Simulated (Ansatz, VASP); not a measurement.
**HfO2 in VASP and in Ansatz**

The input INCAR:

```
SYSTEM = HfO2
PREC = Accurate ; ENCUT = 520
EDIFF = 1E-6 ; ISMEAR = 0
SIGMA = 0.05 ; LREAL = .False.
LASPH = .True. ; NELM = 80
ALGO = Normal ; ISIF = 2
LWAVE = .False. ; LCHARG = .False.
GGA = PE ; NBANDS = 18
```

KPOINTS

```
Automatic mesh
0
Gamma
  8 8 8
  0 0 0
```

The input POSCAR:

```
HfO2
1.0
    0.0000000000      2.4552000000      2.6598000000
    2.4552000000      0.0000000000      2.6598000000
    2.4552000000      2.4552000000      0.0000000000
Hf O
1 2
Direct
    0.0000000000      0.0000000000      0.0000000000
    0.2500000000      0.2500000000      0.2500000000
    0.7500000000      0.7500000000      0.7500000000
```

Input for Ansatz:

```yaml
crystal:
  lattice:
    - [0.0, 2.4552, 2.6598]
    - [2.4552, 0.0, 2.6598]
    - [2.4552, 2.4552, 0.0]
  atoms:
    - { symbol: Hf, position: [0.0, 0.0, 0.0] }
    - { symbol: O, position: [0.25, 0.25, 0.25] }
    - { symbol: O, position: [0.75, 0.75, 0.75] }
basis:
  ecutwfc: 420
kpoints:
  mp_grid: { grid: [8, 8, 8] }
hamiltonian:
  xc: pbe
scf:
  occupations: { method: gaussian, width: 0.05 }
output:
  forces: true
  stress: true
  eigenvalues: true
```

Change from the starting cell: strain -0.040 along x and y, +0.040 along z, atoms carried along.

Alike in both runs: task single point; functional PBE; k mesh 8 × 8 × 8; occupations gaussian, width 0.05 eV; no spin polarisation.

```csv
,VASP,Ansatz
version,VASP 6.6.1,Ansatz 0.2.0
potentials or method,"VASP PAW PBE potentials, release 64 (Hf_pv, O)","scalar-relativistic, plane waves, PAW"
plane-wave cutoff (eV),520,420
valence electrons in the cell,22,38
```

```csv
,VASP,Ansatz,Ansatz less VASP
gap on the k mesh at the Fermi level (eV),2.84,2.83,-0.002
least direct gap on the mesh (eV),3.22,3.21,-0.008
pressure (GPa),4.8,8.7,+3.87
largest component of the traceless stress (GPa),25.93,25.44,-0.488
```

One of these differences is far larger than is usual between the two programs; its cause wasn't traced. The two sets of potentials don't hold the same shells in valence.

Caveats: spin-orbit coupling is left out, which moves the levels of the heavy elements. A k mesh can miss the band edges.
